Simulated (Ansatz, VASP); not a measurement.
**One calculation of C, two programs**

```
C
1.0
     0.00000    1.77173    1.77173
     1.77173    0.00000    1.77173
     1.77173    1.77173    0.00000
C
2
Direct
  0.50000 0.50000 0.50000
  0.75000 0.75000 0.75000
```

Alike in both runs: functional PBEsol; k mesh 10 × 10 × 10; no spin polarisation.

Ansatz relaxed the structure, and its values are those at the end. VASP's run is a single point on that final structure, the one shown.

|  | VASP | Ansatz |
| --- | --- | --- |
| version | VASP 6.6.1 | Ansatz 0.2.0 |
| potentials or method | VASP PAW PBE potentials, release 64 (C) | PAW with Ansatz's default frozen-core files, scalar-relativistic |
| plane-wave cutoff (eV) | 520 | 420 |
| occupations | gaussian, width 0.01 eV | fixed |
| valence electrons in the cell | 8 | 8 |

|  | VASP | Ansatz | Ansatz less VASP |
| --- | --- | --- | --- |
| pressure (GPa) | 5.1 | 4.0 | -1.15 |

Caveats: the PAW data sets were made with another functional, which shifts forces and pressure a little (VASP).
